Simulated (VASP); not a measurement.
Here is a VASP 6.6.1 calculation.

File INCAR:

```
PREC     = Accurate       # precision mode
ENCUT    = 520            # plane-wave cutoff, eV
EDIFF    = 1E-7           # SCF threshold, eV
ISMEAR   = 0              # smearing method
SIGMA    = 0.01           # smearing width, eV
LREAL    = False          # projectors in reciprocal space
LASPH    = True           # aspherical terms in the spheres
NELM     = 100            # most SCF steps
ALGO     = Fast           # electronic algorithm
ISIF     = 2              # what is computed and relaxed
LWAVE    = False          # write WAVECAR
LCHARG   = False          # write CHGCAR
NBANDS   = 11             # bands
```

The input KPOINTS:

```
regular mesh
0
Gamma
  7 7 7
```

File POSCAR:

```
BeSe
1.0
    0.0000000000      2.5350000000      2.5350000000
    2.5350000000      0.0000000000      2.5350000000
    2.5350000000      2.5350000000      0.0000000000
Be Se
1 1
Direct
    0.0000000000      0.0000000000      0.0000000000
    0.2500000000      0.2500000000      0.2500000000
```

Potentials or basis: VASP PAW LDA potentials, release 64 (Be, Se).

Command:

```sh
$ cat potpaw_LDA.64/Be/POTCAR potpaw_LDA.64/Se/POTCAR > POTCAR
$ mpirun -np 1 vasp_std > vasp.out
```

(1) Predict the pressure.

(2) What does it give for the band gap on the k mesh?

Answers

(1) 0.9 GPa.

(2) 2.52 eV, indirect (least direct gap 4.52 eV).

Caveat: an odd mesh through Γ misses points on the zone boundary, where band edges often lie.
